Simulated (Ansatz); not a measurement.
**All-electron card of SiO₂**

```yaml
crystal:
  lattice:
    - [4.18010, 0.00000, 0.00000]
    - [0.00000, 4.18010, 0.00000]
    - [0.00000, 0.00000, 2.66780]
  atoms:
    - { symbol: Si, position: [0.00000, 0.00000, 0.00000] }
    - { symbol: Si, position: [0.50000, 0.50000, 0.50000] }
    - { symbol: O, position: [0.30670, 0.30670, 0.00000] }
    - { symbol: O, position: [0.19330, 0.80670, 0.50000] }
    - { symbol: O, position: [0.69330, 0.69330, 0.00000] }
    - { symbol: O, position: [0.80670, 0.19330, 0.50000] }
```

Atom numbers follow the list: Si1, Si2, O3, O4, O5, O6.

Conventional cell: a = 4.180 Å, b = 4.180 Å, c = 2.668 Å, α = 90.00°, β = 90.00°, γ = 90.00°. Si (atom 1) has 6 O at 1.76 to 1.81 Å as nearest neighbours. O (atom 3) has 3 Si at 1.76 to 1.81 Å as nearest neighbours.

The geometry is COD entry 9001276, unchecked; take it as a test cell.

Methods: DFT, PBE, all-electron LAPW, scalar-relativistic (Ansatz 0.2.0); DFT, PBE, PAW with Ansatz's default frozen-core files, scalar-relativistic (Ansatz 0.2.0).

For LAPW: a Γ-centred 6×6×9 k mesh, Fermi–Dirac smearing of 0.03 eV, basis error target 1 meV/atom, no spin polarisation. PAW takes a cutoff of 420 eV at this cell. The Ansatz runs share mesh, smearing and spin set-up. Values come from LAPW unless marked.

```json
{"Largest force": "0.223 eV/Å on O3", "Bader charges (from the PAW run)": "Si1 +3.28, O3 -1.64 e", "Pressure at this cell": "10.82 GPa", "Stress xx, yy, zz (compression positive)": "10.61, 10.61, 11.23 GPa", "Volume per atom": "52.4 bohr³"}
```

**Question.** Löwdin charges (with 0.38 e of the cell spilling out of the atomic basis, so their sizes and signs hang on that basis): what does the calculation give?

**Answer.** Si1 1.64, O3 -0.73 e.

**Question.** Predict this quantity. Band gap.

**Answer.** 5.64 eV, direct at Γ.
